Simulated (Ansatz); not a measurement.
# Relaxation of Ta2N

Level of theory: DFT PBE, scalar-relativistic, plane waves, PAW (Ansatz 0.2.0). (420 eV cutoff, 15×15×8 k-mesh, Gaussian smearing of 0.10 eV, no spin polarisation)

What was changed in Ta2C: C → N on all its sites, cell and atoms relaxed.

A cell with an odd number of electrons and no spin polarisation is a metal by construction and may be lower with spin. Spin–orbit coupling is left out, which can shift energies with elements as heavy as these.

Command:

```bash
ansatz run input.yaml --threads 1 --pin off --max-ram 1331MiB --backend cpu --events-out ev --progress --plain --runs-dir out
```

Input:

```yaml
crystal:
  lattice:
    - [3.096154481, 0.0, 0.0]
    - [-1.5480772405, 2.6813484346, 0.0]
    - [0.0, 0.0, 4.921146439]
  atoms:
    - { symbol: Ta, position: [0.3333333333, 0.6666666667, 0.2528875996] }
    - { symbol: Ta, position: [0.6666666667, 0.3333333333, 0.7471124004] }
    - { symbol: "N", position: [0.0, 0.0, 0.0] }
basis:
  ecutwfc: 420
kpoints:
  mp_grid: { grid: [15, 15, 8] }
hamiltonian:
  xc: pbe
scf:
  occupations: { method: gaussian, width: 0.1 }
output:
  forces: true
  stress: true
  eigenvalues: true
relax:
  adjacent_minimum: "off"
  f_tol: 0.01
  max_steps: 60
  cell: { stress_tol: 0.1 }
```

F is the free energy. Steps run on the plane waves of an earlier cell, but the last one, and at times one on the way, on a freshly chosen basis, so a repeated geometry can differ a little in energy.

At step 2 the energy rises: a step can overshoot before the optimiser corrects it.

Steps:

| step | F − F(1) (eV) | largest force component (eV/Å) | V (Å³/atom) | P (GPa) |
| --- | --- | --- | --- | --- |
| 1 | 0.0000 | 0.274 | 13.618 | -0.83 |
| 2 | 0.1782 | 1.676 | 12.974 | 12.49 |
| 3 | -0.0058 | 0.013 | 13.595 | -0.83 |
| 4 | -0.0064 | 0.015 | 13.551 | 0.08 |
| 5 | -0.0064 | 0.008 | 13.555 | 0.02 |
| 6 | -0.0061 | 0.008 | 13.555 | 0.01 |

Relaxed structure:

```xyz
3
Lattice="3.1024 0.0000 0.0000 -1.5512 2.6868 0.0000 0.0000 0.0000 4.8783" Properties=species:S:1:pos:R:3 pbc="T T T"
Ta    0.0000    1.7912    1.2435
Ta    1.5512    0.8956    3.6348
N     0.0000    0.0000    0.0000
```

The structure is trigonal, space group P-3m1 (No. 164). Conventional cell: a = 3.102 Å, b = 3.102 Å, c = 4.878 Å, α = 90.00°, β = 90.00°, γ = 120.00°. Ta (site symmetry 3m) has 3 N at 2.18 Å as nearest neighbours. N (site symmetry -3m) has 6 Ta at 2.18 Å as nearest neighbours.

The run converged. The run took roughly 18 core-seconds.